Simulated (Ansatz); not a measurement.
Runs of Ansatz 0.2.0 on PbF2 (Fluorocronite). The structure is cubic, space group Fm-3m (No. 225). The conventional cell has a = 5.927 Å, b = 5.927 Å, c = 5.927 Å, α = 90.00°, β = 90.00°, γ = 90.00°. Around Pb (site symmetry m-3m) lie 8 F at 2.57 Å. F (site symmetry -43m) has 4 Pb at 2.57 Å as nearest neighbours. 

| task | level | cell | k mesh | smearing | atoms under strain | gap on the mesh (eV) | pressure (GPa) | relaxed volume (Å³/atom) |
| --- | --- | --- | --- | --- | --- | --- | --- | --- |
| phonons | LDA | as given | 6 × 6 × 6 | fixed | - | 4.28 | - | - |
| elastic constants | LDA | as given | 6 × 6 × 6 | fixed | relaxed | 4.28 | -4.5 | - |
| relaxation of cell and atoms | BLYP+D4 | relaxed | 8 × 8 × 8 | fermi-dirac 0.05 eV | - | 4.51 | 0.0 | (a) |
| relaxation of cell and atoms | BLYP+D3(BJ) | relaxed | 8 × 8 × 8 | fermi-dirac 0.05 eV | - | 4.51 | 0.0 | 17.80 |

Alike in all rows: potentials or basis Ansatz PAW; no spin polarisation; cutoff (eV) 420.

Task: Fill in the values left out.

Result: (a) 18.09.

Caveats: spin-orbit coupling is left out, which as a rule narrows the gap of such compounds by several tenths of an eV; the PAW data sets come from PBE, with cores solved anew for the run's functional, which leaves a small shift of forces and pressure; the plane-wave basis is chosen anew once the cell has moved, so the energies of steps on either side of that aren't comparable (some runs); the cell is more than 3 GPa from zero pressure, which shifts response properties (some runs).

A k mesh can miss the band edges, and the runs leave out spin-orbit coupling on Pb.

Runs at the PBE level aren't shown here.
